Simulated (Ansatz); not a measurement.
Reaction (ligand exchange at the Si–S bond): `C=C(Cl)S[SiH3]` + `N=C(N)O` → `N=C(N)O[SiH3]` + `C=C(S)Cl`

Gas-phase electronic energies from Ansatz, PBE0-D4/def2-TZVP geometries. CBS: MP2 limit from def2 TZ/QZ plus the TZ coupled-cluster correction, frozen cores. DFT in def2-TZVPP. B3LYP here is the variant with VWN-RPA as its local correlation; programs differ in this. One conformer a species, not always the lowest.

```
             level  ΔE (kcal/mol)  difference from CCSD(T)/CBS
         r2SCAN-D4           -5.3                          0.7
          B3LYP-D4           -6.4                         -0.4
           ωB97M-V           -6.0                          0.0
               PBE           -3.5                          2.5
              PBE0           -4.1                          1.9
    MP2/def2-TZVPP           -5.8                          0.2
SCS-MP2/def2-TZVPP           -7.1                         -1.1
   CCSD/def2-TZVPP           -7.3                         -1.3
      HF/CBS(def2)          -10.3                         -4.3
     MP2/CBS(def2)           -5.2                          0.8
       CCSD(T)/CBS           -6.0                            0
```

Largest T1 diagnostic among the species: 0.013.

In def2-TZVPP, CCSD(T) changes the Hartree–Fock value by +3.1 kcal/mol (the triples alone add +0.6 kcal/mol) and MP2 by +4.0 kcal/mol. The D4 term adds +0.8 kcal/mol with B3LYP and +0.4 kcal/mol with PBE0; it sums over pairs of atoms, weighted by their polarisabilities, and B3LYP, whose exchange is more repulsive, gets the larger term.

CCSD(T)/CBS has its own doubt, a few kJ/mol and more with outer-core shells, so smaller differences from it don't rank the levels.
